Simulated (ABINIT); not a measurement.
# GaP (F-43m) in ABINIT: further runs

The runs below take GaP through band structure, equation of state, with AM05, revPBE, LDA-PZ, PBE, LDA-Teter.

All numbers are computed with ABINIT 10.8.3 (patched build); they aren't measurements. Logs are shortened: lines on timing, memory, paths and dates and some standing lists are left out, and cuts for length are marked. The log counts tension as positive stress, the text compression.

**Experimental background.**

“Stacking defects in GaP nanowires: Electronic structure and optical properties”, 2018, arxiv:1810.01194 quotes, for a bulk crystal of GaP at 10 K: band gap 2.34 eV (indirect).

From “Phosphorous dimerization in GaP at high pressure”, 2017, arxiv:1709.06667, for a bulk crystal of GaP: bulk modulus 87.5 ± 0.6 GPa.

How close the calculation comes is told below.

### Step 1. The structure

It takes space group F-43m (No. 216, cubic). Conventional cell: a = 5.451 Å, b = 5.451 Å, c = 5.451 Å, α = 90.00°, β = 90.00°, γ = 90.00°. Ga (site symmetry -43m) has 4 P at 2.36 Å as nearest neighbours. P (site symmetry -43m) is surrounded by 4 Ga at 2.36 Å.

### Step 2. Band structure, AM05

run.abi

```
# Datasets: ground state, then fixed potential
ndtset 2

# Pseudopotentials
pp_dirpath "./"
pseudos "Ga.upf, P.upf"

# Structure
acell 3*1.0
rprim
     0.0000000000     5.1499761211     5.1499761211
     5.1499761211     0.0000000000     5.1499761211
     5.1499761211     5.1499761211     0.0000000000
ntypat 2
znucl 31 15
natom 2
typat 1 2
xred
     0.0000000000     0.0000000000     0.0000000000
     0.7500000000     0.7500000000     0.7500000000

# Plane-wave basis
ecut 1088.455450 eV

# Exchange and correlation
ixc -120135

# Bands and occupations
occopt 3
tsmear 0.00183747

# SCF cycle
nstep 100

# Output
iomode 3
prtwf 0
prteig 0
prtebands 0
enunit 1
prtden1 1

# Dataset 1
kptopt1 1
ngkpt1 8 8 8
nshiftk1 1
shiftk1 0.0 0.0 0.0
nband1 13
tolvrs1 1.0e-10

# Dataset 2: bands along G-X-W-K-G-L-U-W-L-K
iscf2 -2
getden2 1
nband2 17
nbdbuf2 2
tolwfr2 1.0e-12
kptopt2 -9
ndivsm2 6
prteig2 1
prtvol2 -3
kptbounds2
     0.0000000000     0.0000000000     0.0000000000
     0.5000000000     0.0000000000     0.5000000000
     0.5000000000     0.2500000000     0.7500000000
     0.3750000000     0.3750000000     0.7500000000
     0.0000000000     0.0000000000     0.0000000000
     0.5000000000     0.5000000000     0.5000000000
     0.6250000000     0.2500000000     0.6250000000
     0.5000000000     0.2500000000     0.7500000000
     0.5000000000     0.5000000000     0.5000000000
     0.3750000000     0.3750000000     0.7500000000
```

Potentials or basis: PseudoDojo NC SR PBEsol v0.4.1 standard.

Command:

```sh
$ abinit run.abi > log 2>&1
```

run.abo:

```text
.Version 10.8.3 of ABINIT
 DATASET    1 : space group F-4 3 m (#216); Bravais cF (face-center cubic)
================================================================================
 Values of the parameters that define the memory need for DATASET  1.
     intxc =       0    ionmov =       0      iscf =       7    lmnmax =       6
     lnmax =       6     mgfft =      45  mpssoang =       3    mqgrid =    3001
     natom =       2  nloc_mem =       1    nspden =       1   nspinor =       1
    nsppol =       1      nsym =      24    n1xccc =    2501    ntypat =       2
    occopt =       3   xclevel =       2
       mpw =        3327          nfft =       91125          nkpt =          29
================================================================================
================================================================================

 DATASET    2 : space group F-4 3 m (#216); Bravais cF (face-center cubic)
================================================================================
 Values of the parameters that define the memory need for DATASET  2.
     intxc =       0    ionmov =       0      iscf =      -2    lmnmax =       6
     lnmax =       6     mgfft =      45  mpssoang =       3    mqgrid =    3001
     natom =       2  nloc_mem =       1    nspden =       1   nspinor =       1
    nsppol =       1      nsym =      24    n1xccc =    2501    ntypat =       2
    occopt =       3   xclevel =       2
       mpw =        3327          nfft =       91125          nkpt =         103
================================================================================
================================================================================

--------------------------------------------------------------------------------
------------- Echo of variables that govern the present computation ------------
--------------------------------------------------------------------------------
 -outvars: echo values of preprocessed input variables --------
            acell      1.0000000000E+00  1.0000000000E+00  1.0000000000E+00 Bohr
              amu      6.97230000E+01  3.09737620E+01
             ecut      4.00000000E+01 Hartree
           enunit           1
           getden1          0
           getden2          1
             iscf1          7
             iscf2         -2
              ixc     -120135
           jdtset        1    2
           kptopt1          1
           kptopt2         -9
         kptrlatt        8    0    0      0    8    0      0    0    8
          kptrlen1     5.82653286E+01
          kptrlen2     3.00000000E+01
            natom           2
            nband1         13
            nband2         17
           nbdbuf1          0
           nbdbuf2          2
           ndtset           2
           ndivsm1          0
           ndivsm2          6
            ngfft          45      45      45
             nkpt1         29
             nkpt2        103
            nstep         100
             nsym          24
           ntypat           2
           occopt           3
        prtebands           0
           prteig1          0
           prteig2          1
           prtvol1          0
           prtvol2         -3
            prtwf           0
            rprim      0.0000000000E+00  5.1499761211E+00  5.1499761211E+00
                       5.1499761211E+00  0.0000000000E+00  5.1499761211E+00
                       5.1499761211E+00  5.1499761211E+00  0.0000000000E+00
           shiftk1     0.00000000E+00  0.00000000E+00  0.00000000E+00
           shiftk2     5.00000000E-01  5.00000000E-01  5.00000000E-01
          spgroup         216
           tolvrs1     1.00000000E-10
           tolvrs2     0.00000000E+00
           tolwfr1     0.00000000E+00
           tolwfr2     1.00000000E-12
           tsmear      1.83747000E-03 Hartree
            typat      1  2
           xangst      0.0000000000E+00  0.0000000000E+00  0.0000000000E+00
                       4.0878749972E+00  4.0878749972E+00  4.0878749972E+00
            xcart      0.0000000000E+00  0.0000000000E+00  0.0000000000E+00
                       7.7249641816E+00  7.7249641816E+00  7.7249641816E+00
             xred      0.0000000000E+00  0.0000000000E+00  0.0000000000E+00
                       7.5000000000E-01  7.5000000000E-01  7.5000000000E-01
            znucl       31.00000   15.00000

================================================================================
[... 8 lines left out ...]
--- !DatasetInfo
iteration_state: {dtset: 1, }
dimensions: {natom: 2, nkpt: 29, mband: 13, nsppol: 1, nspinor: 1, nspden: 1, mpw: 3327, }
cutoff_energies: {ecut:  40.0, pawecutdg:  -1.0, }
[... 151 lines left out ...]

--- !DatasetInfo
iteration_state: {dtset: 2, }
dimensions: {natom: 2, nkpt: 103, mband: 17, nsppol: 1, nspinor: 1, nspden: 1, mpw: 3327, }
cutoff_energies: {ecut:  40.0, pawecutdg:  -1.0, }
electrons: {nelect:   1.80000000E+01, charge:   0.00000000E+00, occopt:   3.00000000E+00, tsmear:   1.83747000E-03, }
meta: {optdriver: 0, ionmov: 0, optcell: 0, iscf: -2, paral_kgb: 0, }
...

 mkfilename : getden/=0, take file _DEN from output of DATASET   1.

 Real(R)+Recip(G) space primitive vectors, cartesian coordinates (Bohr,Bohr^-1):
 R(1)=  0.0000000  5.1499761  5.1499761  G(1)= -0.0970878  0.0970878  0.0970878
 R(2)=  5.1499761  0.0000000  5.1499761  G(2)=  0.0970878 -0.0970878  0.0970878
 R(3)=  5.1499761  5.1499761  0.0000000  G(3)=  0.0970878  0.0970878 -0.0970878
 Unit cell volume ucvol=  2.7317795E+02 bohr^3
 Angles (23,13,12)=  6.00000000E+01  6.00000000E+01  6.00000000E+01 degrees

 getcut: wavevector=  0.0000  0.0000  0.0000  ngfft=  45  45  45
         ecut(hartree)=     40.000   => boxcut(ratio)=   2.12196
--------------------------------------------------------------------------------

================================================================================
 Non-SCF case, kpt    1 (  0.00000  0.00000  0.00000), residuals and eigenvalues=
  1.90E-13  1.72E-13  3.09E-13  2.46E-13  2.03E-13  3.37E-13  5.44E-13  4.78E-13
  6.51E-13  5.40E-13  8.65E-13  5.69E-13  9.13E-13  6.41E-13  7.92E-13  5.88E-11
  3.77E-13
 -3.7353E-01 -3.7353E-01 -3.7353E-01 -3.6993E-01 -3.6993E-01 -2.9796E-01
  1.6168E-01  1.6168E-01  1.6168E-01  2.2708E-01  3.0247E-01  3.0247E-01
  3.0247E-01  4.8321E-01  5.1806E-01  5.1806E-01  6.1758E-01
 Non-SCF case, kpt    2 (  0.02941  0.00000  0.02941), residuals and eigenvalues=
  3.89E-13  1.84E-13  2.97E-13  1.47E-13  3.60E-13  1.58E-13  3.23E-13  4.69E-13
  4.31E-13  5.07E-13  2.85E-13  7.96E-13  3.57E-13  5.89E-13  8.19E-13  1.11E-12
  2.25E-06
 -3.7358E-01 -3.7351E-01 -3.7351E-01 -3.6993E-01 -3.6992E-01 -2.9740E-01
  1.5611E-01  1.5999E-01  1.5999E-01  2.3243E-01  3.0089E-01  3.0477E-01
  3.0477E-01  4.8612E-01  5.1232E-01  5.1856E-01  6.1880E-01
[... 693 lines left out ...]
 Non-SCF case, kpt  102 (  0.38750  0.38750  0.72500), residuals and eigenvalues=
  5.17E-13  8.71E-13  3.12E-13  4.96E-13  5.60E-13  2.85E-13  7.49E-13  2.31E-13
  6.66E-13  4.72E-13  3.66E-13  6.41E-13  4.62E-13  4.54E-13  3.65E-13  1.11E-06
  4.33E-05
 -3.7716E-01 -3.7194E-01 -3.7153E-01 -3.7053E-01 -3.6953E-01 -1.9196E-01
 -7.8148E-02  1.4808E-02  8.1647E-02  2.4414E-01  3.5216E-01  4.4960E-01
  4.4981E-01  4.9849E-01  5.3543E-01  7.0252E-01  7.3478E-01
 Non-SCF case, kpt  103 (  0.37500  0.37500  0.75000), residuals and eigenvalues=
  5.54E-13  7.45E-13  6.19E-13  2.71E-13  5.40E-13  9.94E-13  9.40E-13  4.87E-13
  7.41E-13  3.23E-13  5.82E-13  6.13E-13  6.18E-13  5.57E-13  8.03E-13  2.41E-06
  1.01E-04
 -3.7726E-01 -3.7184E-01 -3.7144E-01 -3.7063E-01 -3.6947E-01 -1.8954E-01
 -8.0389E-02  1.6026E-02  7.8169E-02  2.4041E-01  3.3674E-01  4.6261E-01
  4.6375E-01  5.0167E-01  5.4124E-01  6.9824E-01  7.4217E-01

--- !ResultsGS
iteration_state: {dtset: 2, }
comment   : Summary of ground state results
lattice_vectors:
- [  0.0000000,   5.1499761,   5.1499761, ]
- [  5.1499761,   0.0000000,   5.1499761, ]
- [  5.1499761,   5.1499761,   0.0000000, ]
lattice_lengths: [   7.28317,    7.28317,    7.28317, ]
lattice_angles: [ 60.000,  60.000,  60.000, ] # degrees, (23, 13, 12)
lattice_volume:   2.7317795E+02
convergence: {deltae:  0.000E+00, res2:  0.000E+00, residm:  9.958E-13, diffor:  0.000E+00, }
etotal    :  -8.31976471E+01
entropy   :   0.00000000E+00
fermie    :   1.89850994E-01
cartesian_stress_tensor: null
pressure_GPa: null
xred      :
- [  0.0000E+00,   0.0000E+00,   0.0000E+00, Ga]
- [  7.5000E-01,   7.5000E-01,   7.5000E-01,  P]
cartesian_forces: null
force_length_stats: {min: null, max: null, mean: null, }
...

 Integrated electronic density in atomic spheres:
 ------------------------------------------------
 Atom  Sphere_radius  Integrated_density
    1        2.00000         10.82435539
    2        2.00000          2.79389408
================================================================================

 ----iterations are completed or convergence reached----

 Mean square residual over all n,k,spin=   54.296E-14; max=  99.576E-14
 reduced coordinates (array xred) for    2 atoms
       0.000000000000      0.000000000000      0.000000000000
       0.750000000000      0.750000000000      0.750000000000

 cartesian coordinates (angstrom) at end:
    1      0.00000000000000     0.00000000000000     0.00000000000000
    2      4.08787499719786     4.08787499719786     4.08787499719786
 length scales=  1.000000000000  1.000000000000  1.000000000000 bohr
              =  0.529177210544  0.529177210544  0.529177210544 angstroms
 Eigenvalues (   eV  ) for nkpt= 103  k points:
 kpt#   1, nband= 17, wtk=  1.00000, kpt=  0.0000  0.0000  0.0000 (reduced coord)
 -10.16421  -10.16421  -10.16421  -10.06621  -10.06621   -8.10791    4.39949    4.39949
   4.39949    6.17909    8.23076    8.23076    8.23076   13.14890   14.09709   14.09709
  16.80530
 kpt#   2, nband= 17, wtk=  1.00000, kpt=  0.0294  0.0000  0.0294 (reduced coord)
 -10.16561  -10.16369  -10.16369  -10.06643  -10.06602   -8.09275    4.24805    4.35350
   4.35350    6.32467    8.18752    8.29319    8.29319   13.22804   13.94084   14.11063
  16.83839
 kpt#   3, nband= 17, wtk=  1.00000, kpt=  0.0588  0.0000  0.0588 (reduced coord)
 -10.16969  -10.16210  -10.16210  -10.06709  -10.06547   -8.04741    3.88934    4.22452
   4.22452    6.66042    8.06961    8.47141    8.47141   13.43986   13.56879   14.15120
  16.93254
 kpt#   4, nband= 17, wtk=  1.00000, kpt=  0.0882  0.0000  0.0882 (reduced coord)
 -10.17612  -10.15952  -10.15952  -10.06824  -10.06457   -7.97233    3.44220    4.03383
   4.03383    7.04314    7.91430    8.74400    8.74400   13.05435   13.82286   14.21860
  17.08271
 kpt#   5, nband= 17, wtk=  1.00000, kpt=  0.1176  0.0000  0.1176 (reduced coord)
[... 381 lines left out ...]
   2.47312    6.91405    9.98562   11.27224   11.56716   13.92077   14.66663   18.07115
  18.95879
 kpt# 101, nband= 17, wtk=  1.00000, kpt=  0.4000  0.4000  0.7000 (reduced coord)
 -10.25978  -10.12404  -10.11304  -10.07953  -10.05663   -5.33253   -2.06582    0.48524
   2.33837    6.77078    9.92367   11.76936   11.77387   13.70731   14.56770   18.83373
  19.29989
 kpt# 102, nband= 17, wtk=  1.00000, kpt=  0.3875  0.3875  0.7250 (reduced coord)
 -10.26299  -10.12098  -10.10980  -10.08264  -10.05537   -5.22352   -2.12650    0.40295
   2.22171    6.64342    9.58277   12.23437   12.24007   13.56474   14.56971   19.11663
  19.99437
 kpt# 103, nband= 17, wtk=  1.00000, kpt=  0.3750  0.3750  0.7500 (reduced coord)
 -10.26577  -10.11829  -10.10752  -10.08532  -10.05386   -5.15766   -2.18750    0.43608
   2.12710    6.54202    9.16317   12.58833   12.61939   13.65127   14.72794   19.00016
  20.19542

== END DATASET(S) ==============================================================
================================================================================

 -outvars: echo values of variables after computation  --------
            acell      1.0000000000E+00  1.0000000000E+00  1.0000000000E+00 Bohr
           etotal1    -8.3197647145E+01
            fcart1     3.2677884808E-30  3.2677884808E-30 -9.8033654423E-30
                      -3.2677884808E-30 -3.2677884808E-30  9.8033654423E-30
            rprim      0.0000000000E+00  5.1499761211E+00  5.1499761211E+00
                       5.1499761211E+00  0.0000000000E+00  5.1499761211E+00
                       5.1499761211E+00  5.1499761211E+00  0.0000000000E+00
           strten1     1.3418355660E-05  1.3418355660E-05  1.3418355660E-05
                       0.0000000000E+00  0.0000000000E+00  0.0000000000E+00
           xangst      0.0000000000E+00  0.0000000000E+00  0.0000000000E+00
                       4.0878749972E+00  4.0878749972E+00  4.0878749972E+00
             xred      0.0000000000E+00  0.0000000000E+00  0.0000000000E+00
                       7.5000000000E-01  7.5000000000E-01  7.5000000000E-01
 Calculation completed.
```

Run time: 3.4 min. Hardware: 1 thread of Arm Neoverse V1, shared host; peak memory 0.16 GiB.

What came out:

- Free energy: -2263.9233 eV
- Pressure: -0.4 GPa
- Band gap on the k mesh: 1.59 eV, indirect (least direct gap 1.78 eV)
- Band gap along the path: 1.55 eV, indirect (least direct gap 1.78 eV)
- Valence electrons inside the program's atomic spheres: Ga 10.82; P 2.79

Levels at the corners of the path, in eV from the valence-band top:
| point | band 7 | band 8 | band 9 | band 10 | band 11 | band 12 |
| --- | --- | --- | --- | --- | --- | --- |
| Γ | 0.00 | 0.00 | 0.00 | 1.78 | 3.83 | 3.83 |
| X | -6.80 | -2.70 | -2.70 | 1.61 | 1.77 | 10.52 |
| W | -6.59 | -3.60 | -3.45 | 4.68 | 4.82 | 6.05 |
| K | -6.59 | -3.96 | -2.27 | 2.14 | 4.76 | 8.19 |
| Γ | 0.00 | 0.00 | 0.00 | 1.78 | 3.83 | 3.83 |
| L | -6.67 | -1.13 | -1.13 | 1.62 | 4.67 | 4.67 |
| U | -6.59 | -3.96 | -2.27 | 2.14 | 4.76 | 8.19 |
| W | -6.59 | -3.60 | -3.45 | 4.68 | 4.82 | 6.05 |
| L | -6.67 | -1.13 | -1.13 | 1.62 | 4.67 | 4.67 |
| K | -6.59 | -3.96 | -2.27 | 2.14 | 4.76 | 8.19 |

Caveat: the potentials were made for another functional, which shifts forces and pressure.

(Part 1 of 3 ends here.)
